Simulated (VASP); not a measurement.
# SnO2 (Cassiterite) (P4_2/mnm) in VASP: further runs, part 2 of 2

VASP 6.6.1. Earlier steps stand in the parts before.

## (3) Band structure, TB-mBJ, spin-orbit coupling, no magnetisation

Contents of POSCAR:

```
SnO2
1.0
    4.7380000000      0.0000000000      0.0000000000
    0.0000000000      4.7380000000      0.0000000000
    0.0000000000      0.0000000000      3.1865000000
Sn O
2 4
Direct
    0.5000000000      0.5000000000      0.5000000000
    0.0000000000      0.0000000000      0.0000000000
    0.8071000000      0.1929000000      0.5000000000
    0.6929000000      0.6929000000      0.0000000000
    0.1929000000      0.8071000000      0.5000000000
    0.3071000000      0.3071000000      0.0000000000
```

Contents of INCAR.step1:

```
SYSTEM = SnO2
ALGO = Normal
EDIFF = 1E-5
ENCUT = 520
GGA = PE
GGA_COMPAT = .False.
ISIF = 2
ISMEAR = 0
KPAR = 4
LASPH = .True.
LCHARG = .False.
LORBIT = 11
LREAL = .False.
LSORBIT = .True.
LWAVE = .True.
MAGMOM = 0 0 0 0 0 0 0 0 0 0 0 0 0 0 0 0 0 0
NBANDS = 68
NELM = 100
PREC = Accurate
SIGMA = 0.02
```

Contents of INCAR.step2:

```
SYSTEM = SnO2
ALGO = Normal
EDIFF = 1E-6
ENCUT = 520
GGA_COMPAT = .False.
ISIF = 2
ISMEAR = 0
ISTART = 1
KPAR = 4
LASPH = .True.
LCHARG = .False.
LORBIT = 11
LREAL = .False.
LSORBIT = .True.
LWAVE = .False.
MAGMOM = 0 0 0 0 0 0 0 0 0 0 0 0 0 0 0 0 0 0
METAGGA = MBJ
NBANDS = 68
NELM = 100
PREC = Accurate
SIGMA = 0.02
```

Contents of KPOINTS:

```
k-points
0
Gamma
  4 4 6
  0 0 0
```

Contents of KPOINTS_OPT:

```
path GXMGZRAZ,XR,MA
20
line-mode
reciprocal
 0.0000000000  0.0000000000  0.0000000000  G
 0.0000000000  0.5000000000  0.0000000000  X

 0.0000000000  0.5000000000  0.0000000000  X
 0.5000000000  0.5000000000  0.0000000000  M

 0.5000000000  0.5000000000  0.0000000000  M
 0.0000000000  0.0000000000  0.0000000000  G

 0.0000000000  0.0000000000  0.0000000000  G
 0.0000000000  0.0000000000  0.5000000000  Z

 0.0000000000  0.0000000000  0.5000000000  Z
 0.0000000000  0.5000000000  0.5000000000  R

 0.0000000000  0.5000000000  0.5000000000  R
 0.5000000000  0.5000000000  0.5000000000  A

 0.5000000000  0.5000000000  0.5000000000  A
 0.0000000000  0.0000000000  0.5000000000  Z

 0.0000000000  0.5000000000  0.0000000000  X
 0.0000000000  0.5000000000  0.5000000000  R

 0.5000000000  0.5000000000  0.0000000000  M
 0.5000000000  0.5000000000  0.5000000000  A
```

Potentials or basis: VASP PAW PBE potentials, release 64 (Sn_d, O).

Command:

```
cat potpaw_PBE.64/Sn_d/POTCAR potpaw_PBE.64/O/POTCAR > POTCAR
cp INCAR.step1 INCAR
mpirun -np 4 vasp_ncl > vasp.out
cp INCAR.step2 INCAR
mpirun -np 4 vasp_ncl > vasp.out
```

OUTCAR:

```text
SYSTEM = SnO2
   EDIFF = 1E-6
   ENCUT = 520
   ISIF = 2
   ISMEAR = 0
   ISTART = 1
   LASPH = .True.
   LORBIT = 11
   LREAL = .False.
   LSORBIT = .True.
   METAGGA = MBJ
   NELM = 100
   PREC = Accurate

 ion  position               nearest neighbor table
   1  0.500  0.500  0.500-   4 2.05   6 2.05   4 2.05   6 2.05   5 2.06   3 2.06   2 3.71   2 3.71
                             2 3.71   2 3.71   2 3.71   2 3.71   2 3.71   2 3.71
   2  0.000  0.000  0.000-   3 2.05   5 2.05   3 2.05   5 2.05   4 2.06   6 2.06   1 3.71   1 3.71
                             1 3.71   1 3.71   1 3.71   1 3.71   1 3.71   1 3.71
   3  0.807  0.193  0.500-   2 2.05   2 2.05   1 2.06
   4  0.693  0.693  0.000-   1 2.05   1 2.05   2 2.06
   5  0.193  0.807  0.500-   2 2.05   2 2.05   1 2.06
   6  0.307  0.307  0.000-   1 2.05   1 2.05   2 2.06

  LATTYP: Found a simple tetragonal cell.
 ALAT       =     4.7380000000
 C/A-ratio  =     0.6725411566

  Lattice vectors:

 A1 = (   4.7380000000,   0.0000000000,   0.0000000000)
 A2 = (   0.0000000000,   4.7380000000,   0.0000000000)
 A3 = (   0.0000000000,   0.0000000000,   3.1865000000)

Analysis of symmetry for initial positions (statically):
=====================================================================
 Subroutine PRICEL returns:
 Original cell was already a primitive cell.

 Routine SETGRP: Setting up the symmetry group for a
 simple tetragonal supercell.

 Subroutine GETGRP returns: Found 16 space group operations
 (whereof  8 operations were pure point group operations)
 out of a pool of 16 trial point group operations.

The static configuration has the point symmetry D_2h.
 The point group associated with its full space group is D_4h.

Analysis of symmetry for dynamics (positions and initial velocities):
=====================================================================
 Subroutine PRICEL returns:
 Original cell was already a primitive cell.

 Routine SETGRP: Setting up the symmetry group for a
 simple tetragonal supercell.

 Subroutine GETGRP returns: Found 16 space group operations
 (whereof  8 operations were pure point group operations)
 out of a pool of 16 trial point group operations.
[... 1824 lines left out ...]

  FREE ENERGIE OF THE ION-ELECTRON SYSTEM (eV)
  ---------------------------------------------------
  free  energy   TOTEN  =       613.7320565686 eV

  energy  without entropy=      613.7320565686  energy(sigma->0) =      613.73205657

 Spin-Orbit-Coupling matrix elements

 Ion:    1  E_soc:     -0.0621684
 l=   1
     0.0000000    -0.0051899    -0.0049960
    -0.0051899     0.0000000    -0.0051899
    -0.0049960    -0.0051899     0.0000000
 l=   2
     0.0000000    -0.0010289     0.0000000    -0.0010289    -0.0042049
    -0.0010289     0.0000000    -0.0031437    -0.0010397    -0.0010593
     0.0000000    -0.0031437     0.0000000    -0.0031437     0.0000000
    -0.0010289    -0.0010397    -0.0031437     0.0000000    -0.0010593
    -0.0042049    -0.0010593     0.0000000    -0.0010593     0.0000000
 l=   3
     0.0000000     0.0000000     0.0000000     0.0000000     0.0000000     0.0000000     0.0000000
     0.0000000     0.0000000     0.0000000     0.0000000     0.0000000     0.0000000     0.0000000
     0.0000000     0.0000000     0.0000000     0.0000000     0.0000000     0.0000000     0.0000000
     0.0000000     0.0000000     0.0000000     0.0000000     0.0000000     0.0000000     0.0000000
[... 89 lines left out ...]
 l=   2
     0.0000000     0.0000000     0.0000000     0.0000000     0.0000000
     0.0000000     0.0000000     0.0000000     0.0000000     0.0000000
     0.0000000     0.0000000     0.0000000     0.0000000     0.0000000
     0.0000000     0.0000000     0.0000000     0.0000000     0.0000000
     0.0000000     0.0000000     0.0000000     0.0000000     0.0000000
 l=   3
     0.0000000     0.0000000     0.0000000     0.0000000     0.0000000     0.0000000     0.0000000
     0.0000000     0.0000000     0.0000000     0.0000000     0.0000000     0.0000000     0.0000000
     0.0000000     0.0000000     0.0000000     0.0000000     0.0000000     0.0000000     0.0000000
     0.0000000     0.0000000     0.0000000     0.0000000     0.0000000     0.0000000     0.0000000
     0.0000000     0.0000000     0.0000000     0.0000000     0.0000000     0.0000000     0.0000000
     0.0000000     0.0000000     0.0000000     0.0000000     0.0000000     0.0000000     0.0000000
     0.0000000     0.0000000     0.0000000     0.0000000     0.0000000     0.0000000     0.0000000

 total charge

# of ion       s       p       d       tot
------------------------------------------
    1        0.606   0.946  10.354  11.906
    2        0.606   0.946  10.354  11.906
    3        1.623   3.704   0.000   5.327
    4        1.623   3.704   0.000   5.327
    5        1.623   3.704   0.000   5.327
    6        1.623   3.704   0.000   5.327
--------------------------------------------------
tot          7.703  16.708  20.708  45.120

 magnetization (x)

# of ion       s       p       d       tot
------------------------------------------
    1        0.000   0.000   0.000   0.000
    2        0.000   0.000   0.000   0.000
    3        0.000   0.000   0.000   0.000
    4        0.000   0.000   0.000   0.000
    5        0.000   0.000   0.000   0.000
    6        0.000   0.000   0.000   0.000
--------------------------------------------------
tot          0.000   0.000   0.000   0.000

 magnetization (y)

# of ion       s       p       d       tot
------------------------------------------
    1        0.000   0.000   0.000   0.000
    2        0.000   0.000   0.000   0.000
    3        0.000   0.000   0.000   0.000
    4        0.000   0.000   0.000   0.000
    5        0.000   0.000   0.000   0.000
    6        0.000   0.000   0.000   0.000
--------------------------------------------------
tot          0.000   0.000   0.000   0.000

 magnetization (z)

# of ion       s       p       d       tot
------------------------------------------
    1        0.000   0.000   0.000   0.000
    2        0.000   0.000   0.000   0.000
    3        0.000   0.000   0.000   0.000
    4        0.000   0.000   0.000   0.000
    5        0.000   0.000   0.000   0.000
    6        0.000   0.000   0.000   0.000
--------------------------------------------------
tot          0.000   0.000   0.000   0.000
```

OSZICAR.step1:

```text
N       E                     dE             d eps       ncg     rms          rms(c)
DAV:   1     0.792533023365E+03    0.79253E+03   -0.23640E+04  3788   0.244E+03
DAV:   2     0.124724620166E+03   -0.66781E+03   -0.62284E+03  3408   0.728E+02
DAV:   3    -0.299991149138E+02   -0.15472E+03   -0.15010E+03  3496   0.266E+02
DAV:   4    -0.431046104848E+02   -0.13105E+02   -0.12943E+02  4108   0.850E+01
DAV:   5    -0.434657279033E+02   -0.36112E+00   -0.36005E+00  3956   0.146E+01    0.161E+01
DAV:   6    -0.370873734424E+02    0.63784E+01   -0.18065E+01  5132   0.668E+01    0.608E+00
DAV:   7    -0.372592873694E+02   -0.17191E+00   -0.25805E+00  3824   0.947E+00    0.334E+00
DAV:   8    -0.372432169993E+02    0.16070E-01   -0.23905E-01  4576   0.553E+00    0.989E-01
DAV:   9    -0.372308056740E+02    0.12411E-01   -0.41515E-02  5016   0.335E+00    0.412E-01
DAV:  10    -0.372317787502E+02   -0.97308E-03   -0.94087E-03  5008   0.843E-01    0.136E-01
DAV:  11    -0.372319911904E+02   -0.21244E-03   -0.15799E-03  4404   0.508E-01    0.320E-02
DAV:  12    -0.372320215862E+02   -0.30396E-04   -0.12473E-04  4388   0.153E-01    0.505E-03
DAV:  13    -0.372320232085E+02   -0.16223E-05   -0.20407E-05  3204   0.360E-02
   1 F= -.37232023E+02 E0= -.37232023E+02  d E =-.375417E-27  mag=     0.0000    -0.0000     0.0000
```

Wall time 9.1 min (4 MPI ranks of Intel Xeon 6975P-C (Granite Rapids), shared host); peak memory 0.59 GiB.

What came out:

```
Valence electrons inside the program's atomic spheres : Sn 11.91; O 5.33
```
